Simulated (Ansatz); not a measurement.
**Si5Ge: competing structures**

These are results of DFT PBE, scalar-relativistic, plane waves, PAW in Ansatz 0.2.0, not measurements. Settings: cutoff 420 eV, Γ-centred meshes spaced at most about 0.3 Å⁻¹, and about 0.25 Å⁻¹ or finer for metals (2π included), Gaussian smearing. No spin polarisation.

Formation energies are uncorrected and refer to the elements' standard structures at the same level.

These are static total energies at zero pressure. The comparison covers the computed candidates alone. For metals, differences of a few meV/atom aren't resolved.

Invented guesses were relaxed alike, and ends that match in structure were merged. ΔE counts from the first row. Coordination counts Si atoms around Ge (those within 1.25 times the shortest such distance or 1.15 times the sum of covalent radii; a plus sign parts nearer from farther groups; the shortest distance is added where it is long for a bond). The ends were matched against large subsets of the Crystallography Open Database and the Materials Project, so a missing match doesn't prove that a structure is unreported.

```tsv
#	reached from	type and space group	atoms	Å³/atom	coordination	ΔE (meV/atom)	gap on mesh (eV)	in databases
1	random cell	P6/mmm (No. 191)	6	15.6	Ge 2+12	0	0.00	no match
2	HfPd5 type (Cmmm)	Cmmm (No. 65)	6	15.6	Ge 4+8	39	0.00	no match
3	EuAg5 type (P6/mmm)	CaCu5, P6/mmm (No. 191)	6	16.6	Ge 6+12 from 2.9 Å	81	0.00	no match
4	Be5Pt type (F-43m)	F-43m (No. 216)	6	15.9	Ge 16 from 3.0 Å	88	0.00	no match
5	random cell	P4/mmm (No. 123)	6	19.1	Ge 6	288	0.00	no match
6	random cell	P4/mmm (No. 123)	6	26.1	Ge 2	337	0.00	no match
7	random cell	P6/mmm (No. 191)	6	24.6	Ge 2	386	0.00	no match
```

The lowest: Space group P6/mmm (No. 191), hexagonal, a = 4.476 Å, c = 5.393 Å. Si on a site of symmetry 6/mmm is surrounded by 2 Ge at 2.70 Å and 12 Si at 2.89 Å; Si on a site of symmetry 3m has 4 Si at 2.58 Å, 4 Si at 2.81–2.89 Å and 3 Ge at 2.94 Å; Ge has 2 Si at 2.70 Å and 12 Si at 2.94 Å. Its energy over the elements is +0.49 eV/atom. The separate elements lie lower, so it is unstable against them. An observed structure of this formula, if there is one, may be missing.

```
Si Ge
1.0
     4.47567    0.00000    0.00000
    -2.23783    3.87604    0.00000
     0.00000    0.00000    5.39308
Si Ge
5 1
Direct
  0.00000 0.00000 0.00000
  0.33333 0.66667 0.23938
  0.66667 0.33333 0.23938
  0.66667 0.33333 0.76062
  0.33333 0.66667 0.76062
  0.00000 0.00000 0.50000
```

The second: Space group Cmmm (No. 65), orthorhombic, a = 3.717 Å, b = 13.404 Å, c = 3.766 Å. Si on a site of symmetry m2m has 8 Si at 2.63–2.80 Å, 2 Ge at 3.05 Å and 2 Si at 3.07 Å; Si on a site of symmetry mmm has 4 Ge at 2.65 Å, 4 Si at 2.88 Å and 4 Si at 3.07 Å; Si on a second site of symmetry m2m is surrounded by 10 Si at 2.65–2.95 Å and 2 Ge at 2.90 Å; around Ge lie 4 Si at 2.65 Å and 8 Si at 2.90–3.05 Å. Counting Si atoms around Ge, the first has Ge 2+12 and the second has Ge 4+8. Cells relaxed within their symmetry can be saddle points. Some structure types and database cells were kept out of the candidates from the start, so a known form may be missing.
